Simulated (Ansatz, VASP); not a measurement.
P: VASP beside Ansatz

```
CELL_PARAMETERS angstrom
4.39863 0.00000 0.00000
-2.19932 3.80933 0.00000
0.00000 0.00000 2.56873
ATOMIC_POSITIONS crystal
P 0.00000 0.00000 0.00000
P 0.33333 0.66667 0.50000
P 0.66667 0.33333 0.50000
```

Alike in both runs: functional PBE; k mesh 9 × 9 × 12; occupations fermi-dirac, width 0.05 eV; no spin polarisation.

Ansatz relaxed the structure, and its values are those at the end. VASP's run is a single point on that final structure, the one shown.

|  | VASP | Ansatz |
| --- | --- | --- |
| version | VASP 6.6.1 | Ansatz 0.2.0 |
| potentials or method | VASP PAW PBE potentials, release 64 (P) | PAW with Ansatz's default frozen-core files, scalar-relativistic |
| plane-wave cutoff (eV) | 520 | 420 |
| valence electrons in the cell | 15 | 15 |

|  | VASP | Ansatz | Ansatz less VASP |
| --- | --- | --- | --- |
| pressure (GPa) | -0.2 | 0.0 | +0.19 |
